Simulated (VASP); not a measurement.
Wanted: the native input for a VASP 6.6.1 run.

| Item | Value |
| --- | --- |
| Task | dielectric tensor |
| Functional | LDA |
| Potentials or basis | VASP PAW LDA potentials, release 64 (N) |
| Cutoff | 520 eV |
| k mesh | 6 × 6 × 6 |
| Occupations | gaussian, width 0.02 eV |
| Spin | no spin polarisation |
| Ladder | free |
| Further INCAR settings | ALGO = Normal; EDIFF = 1e-08 |

The structure of N lies in POSCAR:

```
N
1.0
    5.5605176600      0.0000000000      0.0000000000
    0.0000000000      5.5605176600      0.0000000000
    0.0000000000      0.0000000000      5.5605176600
N
8
Direct
    0.0573973300      0.4426026700      0.5573973300
    0.4426026700      0.5573973300      0.0573973300
    0.5573973300      0.0573973300      0.4426026700
    0.9426026700      0.9426026700      0.9426026700
    0.9426026700      0.5573973300      0.4426026700
    0.5573973300      0.4426026700      0.9426026700
    0.4426026700      0.9426026700      0.5573973300
    0.0573973300      0.0573973300      0.0573973300
```

The input as run:

INCAR

```
ALGO = Normal
EDIFF = 1E-8
ENCUT = 520
ISIF = 2
ISMEAR = 0
KPAR = 4
LASPH = T
LCHARG = F
LEPSILON = T
LREAL = F
LWAVE = F
NELM = 60
PREC = Accurate
SIGMA = 0.02
```

KPOINTS

```
k-points
0
Gamma
  6 6 6
```

Potentials or basis: VASP PAW LDA potentials, release 64 (N).

The run is started by

```console
$ cat potpaw_LDA.64/N/POTCAR > POTCAR
$ mpirun -np 4 vasp_std > vasp.out
```

Results of the run:

The band gap on the k mesh is 7.05 eV, indirect (least direct gap 7.08 eV) and the electronic dielectric tensor (diagonal) is 1.65. The born charges (mean of the diagonal) is N +0.00 e.

Caveat: the standard files for N, O and F lose accuracy on very short bonds.

It took 9.8 min on 4 MPI ranks on Intel(R) Xeon(R) Platinum 8259CL CPU @ 2.50GHz (Skylake/Cascade Lake), on a shared host, peak memory 0.65 GiB a rank.
